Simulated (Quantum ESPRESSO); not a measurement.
# Sn (P-1) in Quantum ESPRESSO: reference runs

Aim: a first look at Sn with PBE, on the cell as given.

All numbers are computed with Quantum ESPRESSO 7.5; they aren't measurements. Logs are shortened: lines on timing, memory, paths and dates and some standing lists are left out, and cuts for length are marked.

## (1) The structure

The typed cell holds 2 atoms: a = 3.690 Å, b = 3.677 Å, c = 4.046 Å, α = 97.87°, β = 86.59°, γ = 99.38°.

This isn't the form of Sn at room conditions, which is tetragonal (white tin).

## (2) Single point, PBE

Contents of pw.in:

```
&CONTROL
  calculation = 'scf'
  prefix = 'pwscf'
  outdir = './tmp'
  pseudo_dir = './pseudo'
  tprnfor = .true.
  tstress = .true.
  disk_io = 'nowf'
/
&SYSTEM
  ibrav = 0
  nat = 2
  ntyp = 1
  ecutwfc = 60
  ecutrho = 480
  nbnd = 21
  occupations = 'smearing'
  smearing = 'fd'
  degauss = 0.00367493
/
&ELECTRONS
  conv_thr = 4d-10
  electron_maxstep = 120
  mixing_beta = 0.5
/
ATOMIC_SPECIES
Sn   118.7100 Sn_pbe_v1.uspp.F.UPF
CELL_PARAMETERS angstrom
   0.2978504900   -3.6764842600   -0.1049979900
  -3.6556974400    0.2978504900    0.2607529300
   0.2607529300   -0.1049979900   -4.0357292100
ATOMIC_POSITIONS crystal
Sn     0.4961677900    0.5024084900    0.4996695300
Sn     0.0038322100    0.9975915100    0.0003304700
K_POINTS automatic
7 7 7 0 0 0
```

Potentials or basis: SSSP 1.3 efficiency PBE.

The run is started by

```bash
> OMP_NUM_THREADS=1 pw.x -in pw.in > pw.out
```

pw.out:

```text
This program is part of the open-source Quantum ESPRESSO suite
     for quantum simulation of materials; please cite
[... 9 lines left out ...]
     --------------------
     sticks:   dense  smooth     PW     G-vecs:    dense   smooth      PW
     Sum        1829     915    281                64251    22719    3713

     Using Slab Decomposition

     bravais-lattice index     =            0
     lattice parameter (alat)  =       6.9731  a.u.
     unit-cell volume          =     361.7692 (a.u.)^3
     number of atoms/cell      =            2
     number of atomic types    =            1
     number of electrons       =        28.00
     number of Kohn-Sham states=           21
     kinetic-energy cutoff     =      60.0000  Ry
     charge density cutoff     =     480.0000  Ry
     scf convergence threshold =      4.0E-10
     mixing beta               =       0.5000
     number of iterations used =            8  plain     mixing
     Exchange-correlation= SLA  PW   PBE  PBE
                           (   1   4   3   4   0   0   0)

     celldm(1)=   6.973134  celldm(2)=   0.000000  celldm(3)=   0.000000
     celldm(4)=   0.000000  celldm(5)=   0.000000  celldm(6)=   0.000000

     crystal axes: (cart. coord. in units of alat)
               a(1) = (   0.080718  -0.996331  -0.028455 )
               a(2) = (  -0.990698   0.080718   0.070664 )
               a(3) = (   0.070664  -0.028455  -1.093686 )

     reciprocal axes: (cart. coord. in units 2 pi/alat)
               b(1) = ( -0.080855 -1.010835  0.021075 )
               b(2) = ( -1.020531 -0.080855 -0.063834 )
               b(3) = ( -0.063834  0.021075 -0.919012 )

     PseudoPot. # 1 for Sn read from file:
     Sn_pbe_v1.uspp.F.UPF
     Pseudo is Ultrasoft + core correction, Zval = 14.0
     Generated by new atomic code, or converted to UPF format
     Using radial grid of  891 points,  6 beta functions with:
                l(1) =   0
                l(2) =   0
                l(3) =   1
                l(4) =   1
                l(5) =   2
                l(6) =   2
     Q(r) pseudized with  6 coefficients,  rinner =    1.200   1.200   1.200
                                                       1.200   1.200

     atomic species   valence    mass     pseudopotential
     Sn               14.00   118.71000     Sn( 1.00)

      2 Sym. Ops., with inversion, found ( 1 have fractional translation)

   Cartesian axes

     site n.     atom                  positions (alat units)
         1        Sn     tau(   1) = (  -0.4223765  -0.4680118  -0.5250977  )
         2        Sn     tau(   2) = (  -0.9879787   0.0766958   0.0700236  )

     number of k points=   172  Fermi-Dirac smearing, width (Ry)=  0.0037

     Number of k-points >= 100: set verbosity='high' to print them.

     Dense  grid:    64251 G-vectors     FFT dimensions: (  50,  50,  54)

     Smooth grid:    22719 G-vectors     FFT dimensions: (  36,  36,  40)

     Initial potential from superposition of free atoms

     starting charge      25.9999, renormalised to      28.0000
     Starting wfcs are   18 randomized atomic wfcs +    3 random wfcs

     Self-consistent Calculation

     iteration #  1     ecut=    60.00 Ry     beta= 0.50
     Davidson diagonalization with overlap
     ethr =  1.00E-02,  avg # of iterations =  6.3

     total energy              =    -326.00479649 Ry
     estimated scf accuracy    <       2.14223075 Ry

     iteration #  2     ecut=    60.00 Ry     beta= 0.50
     Davidson diagonalization with overlap
     ethr =  7.65E-03,  avg # of iterations =  2.0

     total energy              =    -326.46225809 Ry
     estimated scf accuracy    <       0.02025022 Ry

     iteration #  3     ecut=    60.00 Ry     beta= 0.50
     Davidson diagonalization with overlap
     ethr =  7.23E-05,  avg # of iterations =  4.2

     total energy              =    -326.46511479 Ry
     estimated scf accuracy    <       0.00352922 Ry

     iteration #  4     ecut=    60.00 Ry     beta= 0.50
     Davidson diagonalization with overlap
     ethr =  1.26E-05,  avg # of iterations =  2.4

     total energy              =    -326.46532842 Ry
     estimated scf accuracy    <       0.00010968 Ry

     iteration #  5     ecut=    60.00 Ry     beta= 0.50
     Davidson diagonalization with overlap
     ethr =  3.92E-07,  avg # of iterations =  3.5

     total energy              =    -326.46537115 Ry
     estimated scf accuracy    <       0.00000606 Ry

     iteration #  6     ecut=    60.00 Ry     beta= 0.50
     Davidson diagonalization with overlap
     ethr =  2.16E-08,  avg # of iterations =  1.9

     total energy              =    -326.46537112 Ry
     estimated scf accuracy    <       0.00000078 Ry

     iteration #  7     ecut=    60.00 Ry     beta= 0.50
     Davidson diagonalization with overlap
     ethr =  2.77E-09,  avg # of iterations =  2.0

     total energy              =    -326.46537135 Ry
     estimated scf accuracy    <       0.00000001 Ry

     iteration #  8     ecut=    60.00 Ry     beta= 0.50
     Davidson diagonalization with overlap
     ethr =  4.03E-11,  avg # of iterations =  2.0

     total energy              =    -326.46537135 Ry
     estimated scf accuracy    <          1.7E-09 Ry

     iteration #  9     ecut=    60.00 Ry     beta= 0.50
     Davidson diagonalization with overlap
     ethr =  6.04E-12,  avg # of iterations =  2.0

     End of self-consistent calculation

     Number of k-points >= 100: set verbosity='high' to print the bands.

     the Fermi energy is    11.0819 ev

!    total energy              =    -326.46537135 Ry
     estimated scf accuracy    <          3.9E-12 Ry
     smearing contrib. (-TS)   =      -0.00078916 Ry
     internal energy E=F+TS    =    -326.46458219 Ry

     The total energy is F=E-TS. E is the sum of the following terms:
     one-electron contribution =    -105.71973468 Ry
     hartree contribution      =      73.87489215 Ry
     xc contribution           =     -95.16463833 Ry
     ewald contribution        =    -199.45510133 Ry

     convergence has been achieved in   9 iterations

     Forces acting on atoms (cartesian axes, Ry/au):

     atom    1 type  1   force =    -0.00013637   -0.00112837   -0.00008599
     atom    2 type  1   force =     0.00013637    0.00112837    0.00008599

     Total force =     0.001612     Total SCF correction =     0.000003

     Computing stress (Cartesian axis) and pressure

          total   stress  (Ry/bohr**3)                   (kbar)     P=       28.67
   0.00016512   0.00010607   0.00015304           24.29       15.60       22.51
   0.00010607   0.00019366   0.00011461           15.60       28.49       16.86
   0.00015304   0.00011461   0.00022585           22.51       16.86       33.22

=------------------------------------------------------------------------------=
   JOB DONE.
=------------------------------------------------------------------------------=
```

Wall time 89 s (1 thread of Intel Xeon Platinum 8375C at 2.90GHz (Ice Lake), shared host); peak memory 0.41 GiB.

What came out:

| Quantity | Value |
| --- | --- |
| Free energy | -4441.7877 eV |
| Pressure | 2.9 GPa |
| Largest force | 0.029 eV/Å |
| Band gap on the k mesh | none (metal or under the smearing width) |

Forces in eV/Å, atoms in the order of the input:
```
Sn  -0.004 -0.029 -0.002
Sn   0.004  0.029  0.002
```

Levels at points of the mesh, in eV from the Fermi level:
```tsv
k point	band 11	band 12	band 13	band 14	band 15	band 16	band 17	band 18
(0.00, 0.00, 0.00)	-11.23	-2.41	-1.74	-0.29	1.12	3.86	4.58	6.22
```
